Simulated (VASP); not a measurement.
I, 1 atom in the cell. The structure is orthorhombic, space group Immm (No. 71). The conventional cell has a = 2.908 Å, b = 3.033 Å, c = 5.226 Å, α = 90.00°, β = 90.00°, γ = 90.00°. I (site symmetry mmm) is surrounded by 4 I at 2.91 to 3.03 Å. 

```yaml
Program: VASP 6.6.1
Task: relaxation of cell and atoms
Functional: PBEsol
Potentials_or_basis: VASP PAW PBE potentials, release 64 (I)
Cutoff: 600 eV
k_mesh: 12 × 12 × 12
Occupations: gaussian, width 0.03 eV
Spin: no spin polarisation
Further_INCAR_settings: ALGO = Normal; EDIFF = 1e-06; IBRION = 2; EDIFFG = -0.01; NSW = 90; ISIF = 3
```

Potentials or basis: VASP PAW PBE potentials, release 64 (I).

Run with:

```console
$ cat potpaw_PBE.64/I/POTCAR > POTCAR
$ mpirun -np 1 vasp_std > vasp.out
```

Hardware: 1 thread of Intel(R) Xeon(R) Platinum 8375C CPU @ 2.90GHz (Ice Lake), with other jobs on the host.

Q: How long does it take, and how much memory?

A: Run time: 16 min on 1 thread of Intel(R) Xeon(R) Platinum 8375C CPU @ 2.90GHz (Ice Lake), on a shared host, peak memory 0.2 GiB. Counts: scf iterations 195, k points 280, ion steps 35.
